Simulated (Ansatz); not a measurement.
# TiO2 (C2/m) in Ansatz: band structure with r2SCAN

Aim: the band structure of TiO2 with r2SCAN.

Program: Ansatz 0.2.0. These are calculated values, not measurements. Logs are shortened: lines on timing, memory, paths and dates and some standing lists are left out, and cuts for length are marked.

## (1) Starting point

The structure is monoclinic, space group C2/m (No. 12). Conventional cell: a = 12.307 Å, b = 3.767 Å, c = 6.616 Å, α = 90.00°, β = 106.95°, γ = 90.00°. Ti (site symmetry m) is surrounded by 4 O at 1.86 to 1.94 Å. Ti (site symmetry m) has 5 O at 1.78 to 2.03 Å as nearest neighbours. O (site symmetry m) has 3 Ti at 1.94 to 2.03 Å as nearest neighbours. O (site symmetry m) has 3 Ti at 1.96 to 2.16 Å as nearest neighbours. Around O (site symmetry m) lie 2 Ti at 1.78 to 1.87 Å. Around O (site symmetry m) lie 2 Ti at 1.86 to 1.93 Å.

The cell comes from a database or a generator and needn't be the stable form of this composition.

## (2) Band structure, r2SCAN

The input, input.yaml:

```yaml
crystal:
  lattice:
    - [6.1535771931, -1.8834685, 0.0]
    - [6.1535771931, 1.8834685, 0.0]
    - [-1.9283261078, 0.0, 6.3289668713]
  atoms:
    - { symbol: Ti, position: [0.900071, 0.900071, 0.289602] }
    - { symbol: Ti, position: [0.195286, 0.195286, 0.283762] }
    - { symbol: Ti, position: [0.099929, 0.099929, 0.710398] }
    - { symbol: Ti, position: [0.804714, 0.804714, 0.716238] }
    - { symbol: O, position: [0.361931, 0.361931, 0.293397] }
    - { symbol: O, position: [0.2634885, 0.2634885, 0.6525] }
    - { symbol: O, position: [0.8671885, 0.8671885, 0.995291] }
    - { symbol: O, position: [0.7365115, 0.7365115, 0.3475] }
    - { symbol: O, position: [0.9416475, 0.9416475, 0.630021] }
    - { symbol: O, position: [0.1328115, 0.1328115, 0.004709] }
    - { symbol: O, position: [0.638069, 0.638069, 0.706603] }
    - { symbol: O, position: [0.0583525, 0.0583525, 0.369979] }
hamiltonian:
  xc: r2scan
  pseudopotentials: { kind: paw }
kpoints:
  mp_grid: { grid: [8, 8, 4] }
  band_path:
    path:
      - [[0.0, 0.0, 0.0], [0.5, 0.5, 1.0], [-0.9361180477, -0.9361180477, 2.1067149013], [0.5, 0.5, 0.5], [0.2894712774, 0.7105287226, 0.5]]
      - [[-0.2894712774, 0.2894712774, -0.5], [0.0, 0.0, -0.5], [1.9361180477, 1.9361180477, -1.1067149013]]
      - [[0.5, 0.5, 1.0], [0.3919103315, 0.6080896685, 1.0]]
      - [[-0.3919103315, 0.3919103315, 0.0], [0.0, 0.0, 0.0], [0.0, 0.5, 0.5]]
      - [[0.0, 0.5, 0.0], [0.0, 0.0, 0.0]]
    npoints: 10
scf:
  occupations: { method: fermi_dirac, width: 0.05 }
  n_extra_bands: 30
output:
  forces: true
  stress: true
  eigenvalues: true
  fatbands: true
  write_density: true
  write_potential: true
  elf: true
  volumetric_format: npy
```

Potentials or basis: Ansatz PAW.

On the command line:

```sh
ansatz run input.yaml --threads 4 --pin off --max-ram 11264MiB --backend cpu --events-out ev --progress --plain --runs-dir out
```

What it wrote:

```text
Warning: RAYON_NUM_THREADS=4 ignored (pool sized by the plan → 4); use --threads N
scf.n_extra_bands = 30 over 48 filled bands (N_el = 96.0): the run solves 78 bands
Engine: ansatz 0.2.0, x86_64-unknown-linux-gnu
Pseudopotentials: kind: paw
Pseudopotential: Ti, paw, valence charge 12, recommended cutoff 500 eV (meta_gga), Ti.paw.azcp
Pseudopotential: O, paw, valence charge 6, recommended cutoff 500 eV (meta_gga), O.paw.azcp
Functional definition: r2SCAN
  parameter k0 = 0.174
  parameter k1 = 0.065
  parameter a1 = 4.9479
  exchange = r2scan_x(k0 = k0, k1 = k1, a1 = a1)
  correlation = r2scan_c
Crystal: 12 atoms, lattice volume = 146.706 Å³
Basis set: ecut = 500 eV, 3713 PW (Γ), exchange–correlation on 192×192×200 points (64 copies of the dense FFT grid, shifted against one another)
Bands: 78, of which v1, the nominal top of the filled ones, is band 48 counted from 1 (47 counted from 0)
Symmetry: 4 space group operations
Space group: C2/m (ITA 12), of the structure as read, at distance tolerance 5.3e-5 Å
k-points: 78 of 256
Non-local potential: Ti, projectors of the file, l = 0: 3, l = 1: 2, l = 2: 3, l = 3: 1
Non-local potential: O, projectors of the file, l = 0: 2, l = 1: 2, l = 2: 1
PAW form: soft (Blöchl's): semilocal exchange-correlation on the pseudo side does not see the compensation charge
PAW frozen core: Ti, regenerated for the run's functional (the file was generated under x = pbe(κ = 0.804, μ = 0.2195149727645171), c = pbe(β = 0.06672455060314922))
PAW frozen core: O, regenerated for the run's functional (the file was generated under x = pbe(κ = 0.804, μ = 0.2195149727645171), c = pbe(β = 0.06672455060314922))
PAW one-centre angular grid: Ti, 590 points (default); XC on 160 Gauss nodes
PAW one-centre angular grid: O, 302 points (default); XC on 160 Gauss nodes
Initial density: superposition of atomic densities (neutral atoms: chi_scale 0, normalization atom), corrected by the library's trained network
Initial wavefunctions: pseudopotential atomic-orbital guess
Functional: x = r2scan, c = r2scan; τ floored in thin density (d = 2e-4 eV/Å³)
SCF iter   1: F=—  HF=-14585.178926 eV  |F-HF|=—  |Δ(HF+E_count)|=         —  Δρ=2.39e-2  dr2=9.84e-1  dr2_τ=7.24e-1  ethr=1.77e-3  ⟨swp⟩=5.5  Hψ=24071  notcnv=0  defer=817
preconditioner: auto → Resta (q_TF=auto, 2.542 Å⁻¹)  ε∞=3.9  [insulator: Δε(μ)=3.580 eV  Ē_g=14.351 eV  σ=0.050 eV  W_gap=1.00  n_scr=44 (ndim 8)  ℏωp=24.5 eV  f_vac=0.130  D(μ)=0.00/eV (n_scr^D=0)  ε∞_Penn≈3.9]
SCF iter   2: F=—  HF=-14585.266424 eV  |F-HF|=—  |Δ(HF+E_count)|=   8.75e-2  Δρ=1.47e-2  dr2=2.11e-1  dr2_τ=6.85e-2  ethr=1.02e-3  ⟨swp⟩=3.0  Hψ=10973  notcnv=0  defer=1823
SCF iter   3: F=—  HF=-14585.233745 eV  |F-HF|=—  |Δ(HF+E_count)|=   3.27e-2  Δρ=3.91e-3  dr2=1.30e-2  dr2_τ=1.27e-3  ethr=2.20e-4  ⟨swp⟩=2.0  Hψ=6791  notcnv=0  defer=1823
SCF iter   4: F=—  HF=-14585.233874 eV  |F-HF|=—  |Δ(HF+E_count)|=   1.28e-4  Δρ=1.57e-3  dr2=2.73e-3  dr2_τ=4.83e-4  ethr=1.35e-5  ⟨swp⟩=2.0  Hψ=6649  notcnv=0  defer=1823
SCF iter   5: F=—  HF=-14585.233843 eV  |F-HF|=—  |Δ(HF+E_count)|=   3.07e-5  Δρ=4.91e-4  dr2=2.58e-4  dr2_τ=5.27e-5  ethr=2.85e-6  ⟨swp⟩=2.0  Hψ=6294  notcnv=0  defer=1823
SCF iter   6: F=—  HF=-14585.233874 eV  |F-HF|=—  |Δ(HF+E_count)|=   3.10e-5  Δρ=1.66e-4  dr2=4.59e-5  dr2_τ=3.72e-6  ethr=2.68e-7  ⟨swp⟩=2.1  Hψ=6229  notcnv=0  defer=1823
SCF iter   7: F=—  HF=-14585.234034 eV  |F-HF|=—  |Δ(HF+E_count)|=   1.60e-4  Δρ=6.74e-5  dr2=7.34e-6  dr2_τ=6.77e-7  ethr=4.79e-8  ⟨swp⟩=1.0  Hψ=6084  notcnv=0  defer=1823
SCF iter   8: F=—  HF=-14585.234035 eV  |F-HF|=—  |Δ(HF+E_count)|=   7.03e-7  Δρ=2.85e-5  dr2=1.33e-6  dr2_τ=6.54e-8  ethr=7.64e-9  ⟨swp⟩=2.0  Hψ=6734  notcnv=0  defer=1823
SCF iter   9: F=—  HF=-14585.234035 eV  |F-HF|=—  |Δ(HF+E_count)|=   9.52e-8  Δρ=7.78e-6  dr2=1.16e-7  dr2_τ=7.58e-9  ethr=1.39e-9  ⟨swp⟩=2.0  Hψ=6003  notcnv=0  defer=1823
SCF iter  10: F=-14585.234035 eV  HF=-14585.234035 eV  |F-HF|=1.21e-8  |Δ(HF+E_count)|=   1.62e-8  Δρ=3.94e-6  dr2=2.54e-8  dr2_τ=2.99e-9  ethr=1.04e-10  ⟨swp⟩=16.2  Hψ=41449  notcnv=0
SCF 1 converged in 10 iterations: F = -14585.234035 eV  dr2 = 2.54e-8
NSCF: frozen V_eff on 105 k-points
SCF converged after 10 iterations
Free energy (F): -14585.234035 eV
Harris-Foulkes:  -14585.234035 eV  (|F-HF|=1.21e-8)
Internal energy: -14585.234035 eV  (E = F + TS)
E sigma→0 (E₀):  -14585.234035 eV
Fermi energy:    7.389844 eV
--- Per-component energies (eV) ---
  E_band       = -1099.753366
  E_kinetic    = 2494.665574
  E_local      = -7959.690866  (includes V_loc(G=0)·N_el)
  E_nonlocal   = 384.980845
  E_hartree    = 3133.894350
  E_xc         = -962.590203
  E_vxc        = -1383.158112  (∫ρ·V_xc dr)
  E_paw        = -5494.830062  (= ΣΔE_a)
  E_vpaw       = -996.447399  (= ΣTr[D̂ρ^β])
  E_aug_tail   = 0.008512  (compensation charges beyond the density's cutoff)
  E_vtau       = 92.098741  (kinetic-family band-sum trace: ∫τ·v_τ [+ j·A + Jᵃ·Aᵃ] dr)
  E_ewald      = -6180.402828
  E_core_change = -1.269356  (= ΣΔE_core)
  E_smearing   = -0.000000  (= −TS)
  E_closure    = 0.000000  (closes the sum)
  Σ components = -14585.234035   (vs F -14585.234035, Δ=0.00e0)
--- Forces (eV/Å), atoms counted from 1 ---
  atom   1  Ti     0.04691974    -0.00000000    -0.10448705
  atom   2  Ti    -0.04823741    -0.00000000    -0.25217391
  atom   3  Ti    -0.04691974     0.00000000     0.10448705
  atom   4  Ti     0.04823741     0.00000000     0.25217391
  atom   5  O     -0.12556118     0.00000000     0.01183365
  atom   6  O     -0.07564683    -0.00000000     0.01895274
  atom   7  O     -0.13152680    -0.00000000    -0.10296723
  atom   8  O      0.07564683     0.00000000    -0.01895274
  atom   9  O      0.04993326     0.00000000    -0.03413800
  atom  10  O      0.13152680     0.00000000     0.10296723
  atom  11  O      0.12556118    -0.00000000    -0.01183365
  atom  12  O     -0.04993326     0.00000000     0.03413800
  max |Σ_I F_I| component: 6.25e-17 eV/Å
--- Stress (GPa, compression-positive) ---
       -5.542437       0.000000      -0.093091
        0.000000      -5.285631      -0.000000
       -0.093093      -0.000000      -6.065661
  P = ⅓ Tr σ = -5.6312 GPa (-56.312 kbar)
--- Band table (eV; the first three rows and the last of 78) ---
  k-point 0: bands = ["-52.6202", "-52.6088", "-52.5194", "-52.5132", "-27.9606", "-27.9096", "-27.8877", "-27.8098", "-27.7473", "-27.7441", "-27.7436", "-27.7186", "-27.6579", "-27.6578", "-27.6461", "-27.6417", "-12.6277", "-11.9391", "-11.5551", "-11.3903", "-11.3466", "-11.2489", "-10.9863", "-10.9016", "1.5766", "1.6387", "1.8633", "1.9462", "2.2554", "2.4572", "2.5503", "2.6698", "2.8671", "3.2737", "3.7930", "3.8322", "3.9902", "4.4083", "4.4620", "4.5084", "4.5447", "4.5516", "4.8697", "4.8754", "5.0027", "5.0370", "5.4106", "5.6046", "8.9033", "9.2449", "9.4677", "9.4681", "9.5246", "9.9995", "10.4752", "10.6402", "10.7963", "10.8728", "11.0156", "11.1821", "11.2575", "11.7067", "12.0695", "12.2441", "12.4115", "12.5378", "12.5796", "13.2068", "13.4023", "17.3813", "17.5893", "18.0948", "18.5720", "20.5687", "20.5950", "22.1964", "22.4974", "23.1810"]
  k-point 1: bands = ["-52.6200", "-52.6090", "-52.5197", "-52.5130", "-27.9575", "-27.9102", "-27.8717", "-27.8103", "-27.7488", "-27.7451", "-27.7423", "-27.7361", "-27.6595", "-27.6590", "-27.6441", "-27.6408", "-12.5829", "-11.9574", "-11.5960", "-11.3991", "-11.3206", "-11.2463", "-11.0063", "-10.8920", "1.5889", "1.6235", "1.8062", "1.8554", "2.3656", "2.5486", "2.5803", "2.7915", "2.9082", "3.0094", "3.8622", "4.0076", "4.0291", "4.2805", "4.3371", "4.4679", "4.6268", "4.6463", "4.7762", "4.8960", "5.0510", "5.0957", "5.3461", "5.4551", "8.9465", "9.2883", "9.4541", "9.4689", "9.5617", "9.9379", "10.3640", "10.6302", "10.7040", "10.8845", "11.1565", "11.2442", "11.3231", "11.3428", "12.0751", "12.1733", "12.2750", "12.4037", "13.1000", "13.3576", "13.7056", "16.3972", "17.6037", "18.3855", "19.0865", "20.3362", "21.3199", "21.5460", "22.5837", "22.9007"]
  k-point 2: bands = ["-52.6197", "-52.6091", "-52.5199", "-52.5128", "-27.9583", "-27.9101", "-27.8250", "-27.8079", "-27.8046", "-27.7454", "-27.7416", "-27.7297", "-27.6608", "-27.6602", "-27.6425", "-27.6400", "-12.5328", "-11.9806", "-11.6277", "-11.4110", "-11.3035", "-11.2440", "-11.0230", "-10.8830", "1.5608", "1.6175", "1.7484", "1.8476", "2.4200", "2.5470", "2.6404", "2.7789", "3.1058", "3.1808", "3.5085", "3.9317", "4.0940", "4.2240", "4.2938", "4.4682", "4.5498", "4.8458", "4.8554", "5.0134", "5.0863", "5.1173", "5.1717", "5.3390", "9.0092", "9.2736", "9.4446", "9.5366", "9.5463", "9.8432", "10.4303", "10.4673", "10.6894", "10.8793", "10.9640", "11.2192", "11.2579", "11.5784", "12.0491", "12.1498", "12.2360", "12.3196", "13.3444", "13.4069", "14.4085", "15.4827", "17.5566", "18.3118", "20.1327", "20.1409", "20.9665", "21.9769", "22.1002", "22.3670"]
  k-point 77: bands = ["-52.6189", "-52.6093", "-52.5202", "-52.5133", "-27.9264", "-27.8665", "-27.8294", "-27.8146", "-27.7718", "-27.7584", "-27.7502", "-27.7394", "-27.6960", "-27.6799", "-27.6597", "-27.6378", "-12.3433", "-12.0394", "-11.5460", "-11.5057", "-11.4192", "-11.2514", "-10.9662", "-10.9552", "1.7193", "1.7384", "1.8895", "2.0140", "2.0809", "2.3272", "2.4132", "2.9939", "3.0918", "3.3153", "3.7817", "3.8763", "3.9411", "4.0903", "4.3115", "4.5502", "4.5713", "4.5834", "4.6700", "4.6773", "4.8923", "5.3692", "5.5645", "5.5749", "9.1558", "9.2640", "9.4159", "9.5630", "9.5675", "9.6999", "10.4460", "10.5926", "10.7205", "10.7415", "11.0950", "11.2140", "11.3765", "11.3940", "11.4031", "11.5814", "12.5232", "12.7851", "13.4444", "13.6269", "14.8711", "15.6154", "16.5635", "18.2202", "19.6068", "20.7356", "21.3834", "21.7411", "22.2669", "22.5459"]
```

Wall time 2.3 min (4 threads of Intel Xeon at 2.50GHz (Skylake/Cascade Lake), shared host); peak memory 1.7 GiB.

What came out:

```yaml
Free_energy: -14585.2340 eV
Pressure: -5.6 GPa
Largest_force: 0.257 eV/Å
Band_gap_on_the_k_mesh: 3.11 eV, indirect (least direct gap 3.30 eV)
Band_gap_along_the_path: 3.10 eV, indirect (least direct gap 3.28 eV)
```

Forces on the atoms (eV/Å):
```
Ti   0.047  0.000 -0.104
Ti  -0.048  0.000 -0.252
Ti  -0.047  0.000  0.104
Ti   0.048  0.000  0.252
O   -0.126  0.000  0.012
O   -0.076  0.000  0.019
O   -0.132  0.000 -0.103
O    0.076  0.000 -0.019
O    0.050  0.000 -0.034
O    0.132  0.000  0.103
O    0.126  0.000 -0.012
O   -0.050  0.000  0.034
```

Levels at the corners of the path, in eV from the valence-band top:
```
point  band 44  band 45  band 46  band 47  band 48  band 49  band 50  band 51  band 52  band 53
    Γ    -0.93    -0.80    -0.76    -0.39    -0.20     3.10     3.44     3.67     3.67     3.72
    Y    -0.94    -0.92    -0.65    -0.42    -0.14     3.24     3.29     3.78     3.86     3.87
    F    -0.91    -0.79    -0.78    -0.42    -0.25     3.11     3.46     3.64     3.71     3.74
    L    -1.12    -0.91    -0.43    -0.24    -0.23     3.36     3.46     3.62     3.76     3.77
    I    -0.93    -0.65    -0.43    -0.16     0.00     3.45     3.55     3.74     4.08     4.14
   I1    -0.93    -0.65    -0.43    -0.16     0.00     3.45     3.55     3.74     4.08     4.14
    Z    -0.79    -0.71    -0.68    -0.63    -0.46     3.21     3.47     3.64     3.74     3.75
   F1    -0.91    -0.79    -0.78    -0.42    -0.25     3.11     3.46     3.64     3.71     3.74
    Y    -0.94    -0.92    -0.65    -0.42    -0.14     3.24     3.29     3.78     3.86     3.87
   X1    -0.76    -0.51    -0.45    -0.33    -0.25     3.43     3.69     3.71     3.74     3.83
    X    -0.76    -0.51    -0.45    -0.33    -0.25     3.43     3.69     3.71     3.74     3.83
    Γ    -0.93    -0.80    -0.76    -0.39    -0.20     3.10     3.44     3.67     3.67     3.72
    N    -0.83    -0.71    -0.55    -0.11    -0.02     3.52     3.56     3.80     4.01     4.14
    M    -1.05    -0.89    -0.52    -0.22    -0.13     3.47     3.52     3.94     4.00     4.25
    Γ    -0.93    -0.80    -0.76    -0.39    -0.20     3.10     3.44     3.67     3.67     3.72
```

Caveat: the PAW data sets come from PBE, with cores solved anew for the run's functional, which leaves a small shift of forces and pressure.
